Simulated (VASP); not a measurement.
# Mo (Im-3m) in VASP: a series of runs

One crystal, Mo, is run at these levels: PBE; tasks: relaxation of cell and atoms, vibrations by finite differences.

Everything below comes from runs of VASP 6.6.1. Logs are shortened: lines on timing, memory, paths and dates and some standing lists are left out, and cuts for length are marked.

**1. Starting point**

The structure is cubic, space group Im-3m (No. 229). The conventional cell has a = 3.147 Å, b = 3.147 Å, c = 3.147 Å, α = 90.00°, β = 90.00°, γ = 90.00°. Mo (site symmetry m-3m) has 8 Mo at 2.73 Å as nearest neighbours.

**2. Relaxation of cell and atoms, PBE, target pressure 22 GPa, at which the enthalpy is minimised**

INCAR

```
SYSTEM = Mo
  PREC = Accurate
  ENCUT = 520
  EDIFF = 1E-7
  ISMEAR = 0
  SIGMA = 0.3
  LREAL = .False.
  LASPH = .True.
  NELM = 80
  ALGO = Normal
  ISIF = 3
  LWAVE = .False.
  LCHARG = .False.
  GGA = PE
  IBRION = 2
  NSW = 80
  EDIFFG = -0.002
  PSTRESS = 220.0
```

KPOINTS

```
Automatic mesh
0
Gamma
  18 18 18
  0 0 0
```

POSCAR

```
Mo
1.0
   -1.5734150000      1.5734150000      1.5734150000
    1.5734150000     -1.5734150000      1.5734150000
    1.5734150000      1.5734150000     -1.5734150000
Mo
1
Direct
    0.0000000000      0.0000000000      0.0000000000
```

Potentials or basis: VASP PAW PBE potentials, release 64 (Mo_sv).

On the command line:

```
> cat potpaw_PBE.64/Mo_sv/POTCAR > POTCAR
> mpirun -np 1 vasp_std > vasp.out
```

OUTCAR:

```text
SYSTEM = Mo
   PREC = Accurate
   ENCUT = 520
   EDIFF = 1E-7
   ISMEAR = 0
   LREAL = .False.
   LASPH = .True.
   NELM = 80
   ISIF = 3
   GGA = PE
   IBRION = 2
   NSW = 80
   EDIFFG = -0.002
   PSTRESS = 220.0

 ion  position               nearest neighbor table
   1  0.000  0.000  0.000-

  LATTYP: Found a body centered cubic cell.
 ALAT       =     3.1468300000

  Lattice vectors:

 A1 = (  -1.5734150000,   1.5734150000,   1.5734150000)
 A2 = (   1.5734150000,  -1.5734150000,   1.5734150000)
 A3 = (   1.5734150000,   1.5734150000,  -1.5734150000)

Analysis of symmetry for initial positions (statically):
=====================================================================
 Subroutine PRICEL returns:
 Original cell was already a primitive cell.

 Routine SETGRP: Setting up the symmetry group for a
 body centered cubic supercell.

 Subroutine GETGRP returns: Found 48 space group operations
 (whereof 48 operations were pure point group operations)
 out of a pool of 48 trial point group operations.

The static configuration has the point symmetry O_h .

Analysis of symmetry for dynamics (positions and initial velocities):
=====================================================================
 Subroutine PRICEL returns:
 Original cell was already a primitive cell.

 Routine SETGRP: Setting up the symmetry group for a
 body centered cubic supercell.

 Subroutine GETGRP returns: Found 48 space group operations
 (whereof 48 operations were pure point group operations)
 out of a pool of 48 trial point group operations.

The dynamic configuration has the point symmetry O_h .

 Subroutine INISYM returns: Found 48 space group operations
 (whereof 48 operations are pure point group operations),
 and found     1 'primitive' translations

----------------------------------------------------------------------------------------

                                     Primitive cell

  volume of cell :      15.5808

  direct lattice vectors                    reciprocal lattice vectors
    -1.573415000  1.573415000  1.573415000     0.000000000  0.317780115  0.317780115
     1.573415000 -1.573415000  1.573415000     0.317780115  0.000000000  0.317780115
     1.573415000  1.573415000 -1.573415000     0.317780115  0.317780115  0.000000000

  length of vectors
     2.725234721  2.725234721  2.725234721     0.449408949  0.449408949  0.449408949

  position of ions in fractional coordinates (direct lattice)
     0.000000000  0.000000000  0.000000000

  ion indices of the primitive-cell ions
   primitive index   ion index
                 1           1

----------------------------------------------------------------------------------------

 KPOINTS: Automatic mesh

Automatic generation of k-mesh.
 Grid dimensions read from file:
 generate k-points for:   18   18   18

 Generating k-lattice:

  Cartesian coordinates                     Fractional coordinates (reciprocal lattice)
     0.000000000  0.017654451  0.017654451     0.055555556  0.000000000  0.000000000
     0.017654451  0.000000000  0.017654451     0.000000000  0.055555556  0.000000000
     0.017654451  0.017654451  0.000000000     0.000000000  0.000000000  0.055555556

  Length of vectors
     0.024967164  0.024967164  0.024967164

  Shift w.r.t. Gamma in fractional coordinates (k-lattice)
     0.000000000  0.000000000  0.000000000

 Subroutine IBZKPT returns following result:
 ===========================================

 Found    195 irreducible k-points:

 Following reciprocal coordinates:
            Coordinates               Weight
  0.000000  0.000000  0.000000      1.000000
  0.055556  0.000000  0.000000     12.000000
  0.111111  0.000000  0.000000     12.000000
  0.166667  0.000000  0.000000     12.000000
  0.222222  0.000000  0.000000     12.000000
  0.277778  0.000000  0.000000     12.000000
[... 16 lines left out ...]
  0.333333  0.111111 -0.000000     48.000000
  0.388889  0.111111  0.000000     48.000000
 [... further k-points ...]
   k-points           NKPTS =    195   k-points in BZ     NKDIM =    195   number of bands    NBANDS=     11
   number of dos      NEDOS =    301   number of ions     NIONS =      1
   total plane-waves  NPLWV =   8000
   dimension x,y,z NGX =    20 NGY =   20 NGZ =   20
   dimension x,y,z NGXF=    40 NGYF=   40 NGZF=   40
   ions per type =               1
   NGX,Y,Z   is equivalent  to a cutoff of  12.20, 12.20, 12.20 a.u.
   NGXF,Y,Z  is equivalent  to a cutoff of  24.40, 24.40, 24.40 a.u.
 SYSTEM =  Mo
   PREC   = accura    normal or accurate (medium, high low for compatibility)
   ISTART =      0    job   : 0-new  1-cont  2-samecut
   ICHARG =      2    charge: 1-file 2-atom 10-const
   ISPIN  =      1    spin polarized calculation?
   LNONCOLLINEAR =      F non collinear calculations
   LSORBIT =      F    spin-orbit coupling
   LASPH  =      T    aspherical Exc in radial PAW
   ENCUT  =  520.0 eV  38.22 Ry    6.18 a.u.   5.07  5.07  5.07*2*pi/ulx,y,z
   NELM   =     80;   NELMIN=  2; NELMDL= -5     # of ELM steps
   EDIFF  = 0.1E-06   stopping-criterion for ELM
   LREAL  =      F    real-space projection
   EDIFFG = -.2E-02   stopping-criterion for IOM
   NSW    =     80    number of steps for IOM
   IBRION =      2    ionic relax: 0-MD 1-quasi-New 2-CG
   NFREE  =      1    steps in history (QN), initial steepest desc. (CG)
   ISIF   =      3    stress and relaxation
   ISYM   =      2    0-nonsym 1-usesym 2-fastsym
   POTIM  = 0.5000    time-step for ionic-motion
   TEBEG  =    0.0;   TEEND  =   0.0 temperature during run
   PSTRESS=  220.0 pullay stress
   NELECT =      14.0000    total number of electrons
   NUPDOWN=      -1.0000    fix difference up-down
   EMIN   =  10.00;   EMAX   =-10.00  energy-range for DOS
   EFERMI =   0.00;   METHOD = LEGACY
   ISMEAR =     0;   SIGMA  =   0.30  broadening in eV -4-tet -1-fermi 0-gaus
   EFERMI_NEDOS =   21; number of points for ismear=-14 and -15
   IALGO  =     38    algorithm
   IMIX   =      4    mixing-type and parameters
     AMIX     =   0.40;   BMIX     =  1.00
     AMIX_MAG =   1.60;   BMIX_MAG =  1.00
  volume/ion in A,a.u.               =      15.58       105.14
  Fermi-wavevector in a.u.,A,eV,Ry     =   1.579747  2.985289 33.954710  2.495601
  Thomas-Fermi vector in A             =   2.680079
   LORBIT       =      0    0 simple, 1 ext, 2 COOP (PROOUT), +10 PAW based schemes
   GGA     = PE    functional components
   LHFCALC =     F    Hartree Fock is set to
   AEXX    =    0.0000 exact exchange contribution
   IVDW    =     0    specifies the selected vdW correction
   LEPSILON=     F    determine dielectric tensor
   LRPA    =     F    only Hartree local field effects (RPA)
 conjugate gradient relaxation of ions
 non-spin polarized calculation
 Gauss-broadening in eV      SIGMA  =   0.30
  energy-cutoff  :      520.00
  volume of cell :       15.58
 maximum number of plane-waves:       432
   NGX = 11   NGY = 11   NGZ = 11

--------------------------------------- Ionic step        1  -------------------------------------------

 number of electron      14.0000001 magnetization

 Free energy of the ion-electron system (eV)
  ---------------------------------------------------
  ext. energy  EPLUGINS =         0.00000000
  ---------------------------------------------------
  free energy    TOTEN  =       -10.94472785 eV

  energy without entropy =      -10.91425891  energy(sigma->0) =      -10.92949338

------------------------ aborting loop because EDIFF is reached ----------------------------------------

  FORCE on cell =-STRESS in cart. coord.  units (eV):
  Direction    XX          YY          ZZ          XY          YZ          ZX
  --------------------------------------------------------------------------------------
  -------------------------------------------------------------------------------------
  Total        0.4095763      0.4095763      0.4095763      0.0000000      0.0000000      0.0000000
  in kB       42.1168154     42.1168154     42.1168154      0.0000000      0.0000000      0.0000000
  external PRESSURE =    -177.8831846 kB  Pullay stress =     220.0000000 kB

 VOLUME and BASIS-vectors are now :
 -----------------------------------------------------------------------------
  energy-cutoff  :      520.00
  volume of cell :       15.58
      direct lattice vectors                 reciprocal lattice vectors
    -1.573415000  1.573415000  1.573415000     0.000000000  0.317780115  0.317780115
     1.573415000 -1.573415000  1.573415000     0.317780115  0.000000000  0.317780115
     1.573415000  1.573415000 -1.573415000     0.317780115  0.317780115  0.000000000
[... 192 lines left out ...]
  FREE ENERGIE OF THE ION-ELECTRON SYSTEM (eV)
  ---------------------------------------------------
  free  energy   TOTEN  =       -10.8767172508 eV

  energy  without entropy=      -10.8475765518  energy(sigma->0) =      -10.86214690

  enthalpy is  TOTEN    =        -8.8557305858 eV   P V=        2.0209866650

--------------------------------------- Ionic step        7  -------------------------------------------

 number of electron      13.9999997 magnetization

 Free energy of the ion-electron system (eV)
  ---------------------------------------------------
  ext. energy  EPLUGINS =         0.00000000
  ---------------------------------------------------
  free energy    TOTEN  =       -10.87621452 eV

  energy without entropy =      -10.84707807  energy(sigma->0) =      -10.86164629

 E-fermi :  13.6045     XC(G=0): -13.7347

 val. band max:       13.5518656630   @ k =  -0.4444   0.5000   0.2778
 cond. band min:      13.6091751990   @ k =  -0.3889   0.4444   0.2778
 fundamental gap:      0.0573095360
 Fermi energy:        13.6044736673

 k-point     1 :       0.0000    0.0000    0.0000
  band No.  band energies     occupation
      1     -47.7036      2.00000
      2     -20.8158      2.00000
      3     -20.8158      2.00000
      4     -20.8158      2.00000
      5       6.1688      2.00000
      6      12.1064      2.00000
      7      12.1064      2.00000
      8      12.1064      2.00000
      9      15.3635      0.00000
     10      15.3635      0.00000
     11      28.5072      0.00000

 k-point     2 :       0.0556    0.0000    0.0000
  band No.  band energies     occupation
      1     -47.6937      2.00000
      2     -20.8709      2.00000
      3     -20.8325      2.00000
      4     -20.8162      2.00000
      5       6.3159      2.00000
      6      12.0209      2.00000
      7      12.0926      2.00000
      8      12.2458      2.00000
      9      15.2322      0.00000
     10      15.3648      0.00000
     11      28.6237      0.00000
[... 295 lines left out ...]
 k-point    24 :       0.3889    0.1111    0.0000
  band No.  band energies     occupation
      1     -47.3662      2.00000
      2     -22.4023      2.00000
      3     -21.3983      2.00000
      4     -20.9060      2.00000
      5       8.3449      2.00000
      6      10.0700      2.00000
      7      13.7018      0.64644
      8      15.2860      0.00000
      9      16.5484      0.00000
     10      19.4557      0.00000
     11      26.0997      0.00000

 [... further k-points ...]

------------------------ aborting loop because EDIFF is reached ----------------------------------------

  FORCE on cell =-STRESS in cart. coord.  units (eV):
  Direction    XX          YY          ZZ          XY          YZ          ZX
  --------------------------------------------------------------------------------------
  -------------------------------------------------------------------------------------
  Total        2.0206323      2.0206323      2.0206323      0.0000000     -0.0000000      0.0000000
  in kB      220.0162815    220.0162815    220.0162815      0.0000000     -0.0000000      0.0000000
  external PRESSURE =       0.0162815 kB  Pullay stress =     220.0000000 kB

 VOLUME and BASIS-vectors are now :
 -----------------------------------------------------------------------------
  energy-cutoff  :      520.00
  volume of cell :       14.71
      direct lattice vectors                 reciprocal lattice vectors
    -1.543693307  1.543693307  1.543693307     0.000000000  0.323898535  0.323898535
     1.543693307 -1.543693307  1.543693307     0.323898535  0.000000000  0.323898535
     1.543693307  1.543693307 -1.543693307     0.323898535  0.323898535  0.000000000

 POSITION                                       TOTAL-FORCE (eV/Angst)
 -----------------------------------------------------------------------------------
      0.00000      0.00000     -0.00000        -0.000000      0.000000     -0.000000
 -----------------------------------------------------------------------------------
    total drift:                                0.000000     -0.000000     -0.000000

  FREE ENERGIE OF THE ION-ELECTRON SYSTEM (eV)
  ---------------------------------------------------
  free  energy   TOTEN  =       -10.8762145168 eV

  energy  without entropy=      -10.8470780655  energy(sigma->0) =      -10.86164629

  enthalpy is  TOTEN    =        -8.8557317370 eV   P V=        2.0204827797

 reached required accuracy - stopping structural energy minimisation
```

Run time: 54 s. Hardware: 1 thread of AMD EPYC 9R45 (Zen 5), shared host; peak memory 0.13 GiB.

Results:

```
Free energy                                            : -10.8762 eV
Relaxed volume                                         : 14.71 Å³/atom
Relaxed cell                                           : a = 2.674 Å, b = 2.674 Å, c = 2.674 Å, α = 109.47°, β = 109.47°, γ = 109.47°
Space group after relaxing (to 0.05 Å)                 : Im-3m (No. 229)
Energy change on relaxing (the enthalpy is what falls) : +68.5 meV/atom
Ionic steps                                            : 7
Pressure after relaxing                                : 22.0 GPa
Band gap on the k mesh                                 : none (metal or under the smearing width)
```

The path:
| step | energy change (eV) | largest force (eV/Å) | pressure (GPa) | volume (Å³) |
| --- | --- | --- | --- | --- |
| 1 | 0.0000 | 0.0000 | 4.21 | 15.58 |
| 2 | 1.1954 | 0.0000 | 126.45 | 12.00 |
| 3 | 0.0581 | 0.0000 | 20.16 | 14.79 |
| 4 | 0.0664 | 0.0000 | 21.64 | 14.73 |
| 5 | 0.0687 | 0.0000 | 22.03 | 14.71 |
| 6 | 0.0680 | 0.0000 | 21.92 | 14.72 |
| 7 | 0.0685 | 0.0000 | 22.00 | 14.71 |

Final structure:
```
CELL_PARAMETERS angstrom
-1.54369 1.54369 1.54369
1.54369 -1.54369 1.54369
1.54369 1.54369 -1.54369
ATOMIC_POSITIONS crystal
Mo 0.00000 0.00000 0.00000
```

Caveat: the cell is relaxed towards a set pressure, so the enthalpy falls and the energy may rise.

(Continued in part 2 of 2.)
